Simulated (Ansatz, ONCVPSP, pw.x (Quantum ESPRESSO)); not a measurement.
# From atom to crystal: ONCV potential for In

| Quantity | Value |
| --- | --- |
| Element | In (Z = 49) |
| Generator | ONCVPSP 4.0.1.1 (patched build) |
| Type | optimised norm-conserving Vanderbilt (ONCV) |
| Functional | PBE |
| Relativity | scalar-relativistic |
| Frozen core | [Kr] 4d10 |
| Valence charge | 3 |
| Reference configuration | 5s2 5p1 |
| Partial waves | 5s: rc 2.10 bohr, ncon 4, nbas 8, qcut 2.7 1/bohr, 3 projectors, debl 3 Ha; 5p: rc 2.80 bohr, ncon 4, nbas 8, qcut 3 1/bohr, 2 projectors, debl 0.6 Ha; d scattering state at 0.22 Ha: rc 2.40 bohr, ncon 4, nbas 7, qcut 4.6 1/bohr, 2 projectors, debl 3 Ha |
| Local potential | polynomial inside 1.45 bohr (lpopt 3, dvloc0 2 Ha) |
| Core correction | none |

Crystal test: fcc In in pw.x 7.5, no spin, 12³ k-points, Fermi–Dirac smearing 0.01 Ry, cutoffs 85/340 Ry. The reference is all-electron LAPW (Ansatz 0.2.0) with the same functional, mesh and smearing; V0 and B0 come from Birch–Murnaghan fits to the pressures at five volumes. Errors are pseudo minus all-electron; Δ is the rms difference of the E(V) curves that follow from these fits, minima aligned, over ±6 % about the mean V0. Mesh and smearing are coarse, so the numbers serve the comparison and aren't converged zero-temperature values; the lattice is a test structure that the element need not adopt.

All-electron: a0 = 4.791 Å (V0 = 27.50 Å³/atom), B0 = 34.9 GPa.

Task: How far does the potential miss the all-electron equation of state?

Result: mean pressure error (GPa): -3.10. The pressure does not cross zero within the volumes sampled, so no fit is given. This is a poor potential for the solid. The generator flags a localised state at positive energy (d at 7 eV).

```tsv
V (Å³/atom)	P all-electron (GPa)	P pseudo (GPa)
26.366	1.64	-1.92
27.060	0.58	-2.72
27.754	-0.32	-3.40
28.448	-1.08	-3.96
29.142	-1.74	-4.43
```

Task: At the middle volume, how do free energy and pressure move when the wave cutoff is lowered (ecutrho kept at four times it)?

Result:

| cutoff (Ry) | shift of F (meV/atom) | shift of P (GPa) |
| --- | --- | --- |
| 38 | +39.3 | -0.04 |
| 51 | +25.3 | +0.02 |
| 68 | +10.1 | -0.20 |

Input at the middle volume:

```
&control
  calculation='scf', prefix='x', pseudo_dir='./', outdir='./tmp', tstress=.true., disk_io='none'
/
&system
  ibrav=0, nat=1, ntyp=1, ecutwfc=85, ecutrho=340, nbnd=8,
  occupations='smearing', smearing='fd', degauss=0.01
/
&electrons
  conv_thr=1e-09, mixing_beta=0.4, electron_maxstep=70
/
ATOMIC_SPECIES
In 1.0 In.UPF
CELL_PARAMETERS angstrom
  0.00000000 2.40306322 2.40306322
  2.40306322 0.00000000 2.40306322
  2.40306322 2.40306322 0.00000000
ATOMIC_POSITIONS crystal
In 0.0000 0.0000 0.0000
K_POINTS automatic
12 12 12 0 0 0
```

```bash
pw.x < In.scf.in > In.scf.out
```

Lines of the output:

```
Message from routine setup:
     using ibrav=0 with symmetry is DISCOURAGED, use correct ibrav instead
     lattice parameter (alat)  =       6.4221  a.u.
     unit-cell volume          =     187.2933 (a.u.)^3
     number of electrons       =         3.00
     number of Kohn-Sham states=            8
     kinetic-energy cutoff     =      85.0000  Ry
     charge density cutoff     =     340.0000  Ry
     scf convergence threshold =      1.0E-09
     Exchange-correlation= PBE
     number of k points=    72  Fermi-Dirac smearing, width (Ry)=  0.0100
     iteration #  1     ecut=    85.00 Ry     beta= 0.40
     c_bands:  1 eigenvalues not converged
     c_bands:  1 eigenvalues not converged
     c_bands:  1 eigenvalues not converged
     c_bands:  1 eigenvalues not converged
     c_bands:  1 eigenvalues not converged
     c_bands:  1 eigenvalues not converged
     c_bands:  1 eigenvalues not converged
     c_bands:  1 eigenvalues not converged
     [... 3 repeated lines left out ...]
     total energy              =      -4.01465144 Ry
     estimated scf accuracy    <       0.00285543 Ry
     iteration #  2     ecut=    85.00 Ry     beta= 0.40
     total energy              =      -4.01460510 Ry
     estimated scf accuracy    <       0.00098345 Ry
     iteration #  3     ecut=    85.00 Ry     beta= 0.40
     [... 1 repeated lines left out ...]
     total energy              =      -4.01462603 Ry
     estimated scf accuracy    <       0.00000088 Ry
     iteration #  4     ecut=    85.00 Ry     beta= 0.40
     [... 11 repeated lines left out ...]
     total energy              =      -4.01464841 Ry
     estimated scf accuracy    <       0.00000005 Ry
     iteration #  5     ecut=    85.00 Ry     beta= 0.40
     [... 2 repeated lines left out ...]
     the Fermi energy is     4.2866 ev
!    total energy              =      -4.01464844 Ry
     estimated scf accuracy    <          2.5E-10 Ry
     smearing contrib. (-TS)   =      -0.00223129 Ry
     The total energy is F=E-TS. E is the sum of the following terms:
     one-electron contribution =       1.89835081 Ry
     hartree contribution      =       0.01697279 Ry
     xc contribution           =      -1.38440611 Ry
     ewald contribution        =      -4.54333464 Ry
     convergence has been achieved in   5 iterations
          total   stress  (Ry/bohr**3)                   (kbar)     P=      -33.95
     Message from routine punch:
     Nothing written, as per user request (disk_io='none')
```

The run at the middle volume (72 k-points, 5 iterations) took about 13 s on one core of a shared host (Intel(R) Xeon(R) 6975P-C, 192 threads, 756 GiB, load 87).
